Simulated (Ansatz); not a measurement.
## Al16O23: frames of a relaxation, V_O, charge +2, atoms relaxed at the host's cell

Computed with the plane-wave PAW code Ansatz (scalar-relativistic, PAW set soft_2): PBEsol, collinear spin, 420 eV cutoff, k-mesh 2×2×2 shifted by half a step.

Positions in Å and forces in eV/Å; free energies count from the last frame, uniform background for the charge.

```
39
Lattice="4.774 2.756 -4.338 0.000 -5.512 -4.338 -4.774 2.756 -4.338" Properties=species:S:1:pos:R:3:forces:R:3 pbc="T T T" step=1 dE=0.741eV
Al    2.398    1.414   -6.741   -0.021    0.261   -0.155
Al   -2.396    1.379   -6.763   -0.216    0.189    0.249
Al   -0.002   -2.763   -6.755   -0.284   -0.388   -0.051
Al    0.053    0.004  -11.159    2.019   -0.261   -1.385
Al    2.378    1.381   -4.084   -0.237   -0.203   -0.247
Al   -2.376    1.347   -4.106   -0.055   -0.133    0.190
Al   -0.002   -2.745   -4.093   -0.230    0.415    0.020
Al    0.078    0.008   -8.364    1.409    0.101    1.319
Al   -2.419   -1.436   -8.880   -1.307   -2.189    1.321
Al    2.393   -1.384   -8.945    0.144    0.092   -0.276
Al   -0.013    2.757   -8.926    0.336    0.363    0.036
Al    0.008    0.007   -4.578   -0.099    0.225    0.231
Al   -2.381   -1.368   -6.240    0.138   -0.155    0.130
Al    2.353   -1.305   -6.312   -1.354    2.003   -1.151
Al   -0.013    2.760   -6.259    0.322   -0.334   -0.017
Al    0.008   -0.003   -1.931   -0.077   -0.216   -0.225
O    -1.458   -2.754   -5.423    0.082   -0.012    0.035
O    -3.849    1.371   -5.422   -0.005   -0.071   -0.009
O     0.925    1.390   -5.425    0.021    0.051   -0.005
O     1.664   -2.627   -7.578    0.442    0.062    0.659
O    -3.079   -2.659   -7.589   -0.150    0.225    0.090
O    -0.727   -1.261   -3.254    0.045   -0.150   -0.034
O    -0.748    1.477   -7.622   -0.183   -0.410   -0.573
O    -1.663    2.646   -5.430    0.138    0.622   -0.071
O     3.117    2.648   -5.423   -0.055    0.018    0.197
O     0.677    1.235   -9.769   -0.979   -0.461    0.033
O     0.734   -1.487   -5.434    0.608   -0.367   -0.166
O     0.734   -4.021   -5.413    0.575    0.395    0.142
O     0.677   -1.231   -9.755   -0.962    0.494   -0.009
O     3.111    0.114   -5.417    0.134   -0.597    0.041
O    -1.657    0.113   -5.424   -0.055   -0.021   -0.181
O    -0.748    4.040   -7.563   -0.252    0.415    0.554
O    -0.727    1.265   -3.254    0.068    0.123    0.041
O    -3.110   -0.125   -7.607    0.402   -0.016   -0.658
O     1.695   -0.093   -7.597    0.066   -0.177   -0.023
O     1.459    0.002   -3.254    0.139    0.005   -0.007
O     1.441    2.758   -7.593   -0.209   -0.027    0.000
O     3.848   -1.396   -7.569   -0.245   -0.559    0.805
O    -0.926   -1.355   -7.616   -0.113    0.683   -0.850
```

```
39
Lattice="4.774 2.756 -4.338 0.000 -5.512 -4.338 -4.774 2.756 -4.338" Properties=species:S:1:pos:R:3:forces:R:3 pbc="T T T" step=2 dE=0.162eV
Al    2.407    1.437   -6.740    0.121    0.329    0.022
Al   -2.401    1.375   -6.766   -0.048    0.115    0.083
Al   -0.004   -2.762   -6.758   -0.116   -0.229   -0.001
Al    0.084   -0.007  -11.189    0.783   -0.164   -0.472
Al    2.373    1.386   -4.081   -0.063   -0.123   -0.075
Al   -2.367    1.325   -4.107    0.113   -0.305   -0.022
Al   -0.004   -2.745   -4.089   -0.110    0.250   -0.016
Al    0.098    0.018   -8.337    0.429    0.053    0.469
Al   -2.456   -1.515   -8.842   -0.577   -0.943    0.605
Al    2.387   -1.376   -8.951    0.178   -0.120   -0.352
Al   -0.012    2.764   -8.926    0.058    0.091   -0.036
Al    0.009    0.009   -4.578   -0.028    0.071    0.186
Al   -2.387   -1.377   -6.236    0.189    0.109    0.321
Al    2.317   -1.231   -6.345   -0.613    0.834   -0.542
Al   -0.011    2.754   -6.260    0.051   -0.080    0.043
Al    0.010   -0.004   -1.931   -0.018   -0.073   -0.192
O    -1.454   -2.754   -5.423    0.070   -0.005    0.008
O    -3.845    1.370   -5.421   -0.011   -0.024    0.047
O     0.929    1.391   -5.427    0.000    0.030   -0.043
O     1.678   -2.617   -7.557    0.095    0.208    0.338
O    -3.052   -2.706   -7.554   -0.135    0.415   -0.223
O    -0.721   -1.260   -3.254   -0.022   -0.044    0.015
O    -0.760    1.478   -7.638    0.001   -0.272   -0.251
O    -1.658    2.632   -5.432   -0.091    0.434    0.106
O     3.122    2.655   -5.410   -0.089    0.012   -0.041
O     0.646    1.224   -9.777   -0.394   -0.193   -0.045
O     0.737   -1.489   -5.435    0.448   -0.020   -0.232
O     0.737   -4.018   -5.412    0.441    0.022    0.233
O     0.646   -1.220   -9.746   -0.392    0.211    0.024
O     3.116    0.129   -5.416   -0.074   -0.404   -0.094
O    -1.653    0.105   -5.436   -0.081   -0.008    0.044
O    -0.761    4.040   -7.547   -0.027    0.266    0.240
O    -0.721    1.264   -3.254   -0.016    0.038   -0.012
O    -3.097   -0.135   -7.627    0.087   -0.203   -0.344
O     1.720   -0.047   -7.630    0.026   -0.356    0.249
O     1.461    0.002   -3.255    0.053    0.002    0.001
O     1.434    2.758   -7.593   -0.068   -0.004    0.005
O     3.843   -1.404   -7.555   -0.115   -0.211    0.448
O    -0.930   -1.347   -7.630   -0.055    0.290   -0.491
```

```
39
Lattice="4.774 2.756 -4.338 0.000 -5.512 -4.338 -4.774 2.756 -4.338" Properties=species:S:1:pos:R:3:forces:R:3 pbc="T T T" step=4 dE=0.000eV
Al    2.414    1.464   -6.736    0.002   -0.004   -0.002
Al   -2.403    1.374   -6.770    0.001    0.001    0.000
Al   -0.003   -2.764   -6.762   -0.009   -0.005   -0.003
Al    0.109   -0.013  -11.203    0.004   -0.003    0.005
Al    2.371    1.388   -4.077    0.001   -0.001   -0.001
Al   -2.360    1.297   -4.111    0.002    0.004    0.003
Al   -0.003   -2.743   -4.085   -0.009    0.005    0.003
Al    0.109    0.018   -8.321    0.004    0.003   -0.005
Al   -2.484   -1.563   -8.800    0.013    0.000    0.008
Al    2.393   -1.385   -8.982    0.001    0.004   -0.006
Al   -0.025    2.759   -8.933    0.001   -0.002   -0.001
Al    0.023    0.010   -4.572   -0.004    0.004    0.006
Al   -2.381   -1.366   -6.204    0.001   -0.004    0.006
Al    2.290   -1.188   -6.385    0.014    0.000   -0.008
Al   -0.025    2.759   -6.253    0.001    0.002    0.001
Al    0.023   -0.005   -1.937   -0.004   -0.004   -0.006
O    -1.441   -2.754   -5.424    0.019    0.000    0.000
O    -3.847    1.362   -5.421    0.003   -0.005    0.000
O     0.927    1.399   -5.426    0.003    0.005    0.000
O     1.678   -2.601   -7.557   -0.001    0.006    0.012
O    -3.044   -2.720   -7.548   -0.006   -0.005    0.005
O    -0.717   -1.257   -3.256    0.003    0.002    0.001
O    -0.767    1.467   -7.646   -0.004    0.000    0.007
O    -1.671    2.640   -5.430   -0.007    0.009    0.011
O     3.125    2.656   -5.424   -0.003   -0.002    0.002
O     0.630    1.216   -9.779    0.000   -0.002    0.000
O     0.755   -1.482   -5.448    0.000    0.008    0.004
O     0.755   -4.025   -5.400    0.001   -0.008   -0.004
O     0.630   -1.211   -9.745    0.000    0.002    0.000
O     3.103    0.121   -5.418   -0.007   -0.009   -0.011
O    -1.648    0.106   -5.424   -0.003    0.002   -0.002
O    -0.767    4.051   -7.539   -0.004    0.000   -0.007
O    -0.717    1.262   -3.253    0.003   -0.002   -0.001
O    -3.096   -0.150   -7.629   -0.001   -0.006   -0.012
O     1.730   -0.031   -7.637   -0.006    0.005   -0.005
O     1.463    0.003   -3.254    0.005    0.000    0.000
O     1.423    2.759   -7.593    0.001    0.000    0.000
O     3.839   -1.411   -7.535   -0.008    0.000    0.005
O    -0.935   -1.340   -7.650   -0.008    0.000   -0.006
```

Caveats: a moment set at the start was lost.
